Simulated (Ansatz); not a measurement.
# GaSb: the cost of one run

Computed with Ansatz 0.2.0 (DFT PBE, scalar-relativistic, plane waves, PAW, unless a step's input says otherwise).

The COD entry's cell or inner coordinates are ideal or old and differ from later refinements, so a difference from it is no clean test against experiment.

1 further run of the same task is left out (set aside as unsound or not needed).

## Step 1: Starting point

Symmetry: F-43m, No. 216, cubic system. Conventional cell: a = 6.214 Å, b = 6.214 Å, c = 6.214 Å, α = 90.00°, β = 90.00°, γ = 90.00°. Ga (site symmetry -43m) has 4 Sb at 2.69 Å as nearest neighbours. Sb (site symmetry -43m) has 4 Ga at 2.69 Å as nearest neighbours.

Coordinates:

```
Ga Sb
1.0
     0.00000    3.10692    3.10692
     3.10692    0.00000    3.10692
     3.10692    3.10692    0.00000
Ga Sb
1 1
Direct
  0.00000 0.00000 0.00000
  0.25000 0.25000 0.25000
```

This cell was relaxed beforehand with the same method: volume 29.99 Å³/atom, gap on the mesh none (metal).

## Step 2: The bulk in the plane's own cell

The same crystal, re-cut so that c stands normal to the (111) plane; its mesh matches that of the cells to come, so errors of the mesh cancel.

input.yaml

```yaml
crystal:
  lattice:
    - [4.3938492981, 0.0, 0.0]
    - [-2.1969246491, 3.8051851126, 0.0]
    - [0.0, 0.0, 10.7626887871]
  atoms:
    - { symbol: Ga, position: [0.0, 0.0, 0.0] }
    - { symbol: Sb, position: [0.6666666667, 0.3333333333, 0.4166666667] }
    - { symbol: Sb, position: [0.3333333333, 0.6666666667, 0.0833333333] }
    - { symbol: Ga, position: [0.3333333333, 0.6666666667, 0.3333333333] }
    - { symbol: Ga, position: [0.6666666667, 0.3333333333, 0.6666666667] }
    - { symbol: Sb, position: [1.0, 0.0, 0.75] }
basis:
  ecutwfc: 420
kpoints:
  mp_grid: { grid: [12, 12, 4] }
hamiltonian:
  xc: pbe
scf:
  occupations: { method: gaussian, width: 0.1 }
output:
  forces: true
  stress: true
  eigenvalues: true
```

Launch:

```console
> ansatz run input.yaml --threads 2 --pin off --max-ram 5120MiB --backend cpu --events-out ev --progress --plain --runs-dir out
```

What time and memory should one allow on 2 threads of Arm Neoverse N1, shared host?

About 51 s, with a peak of 0.69 GiB.
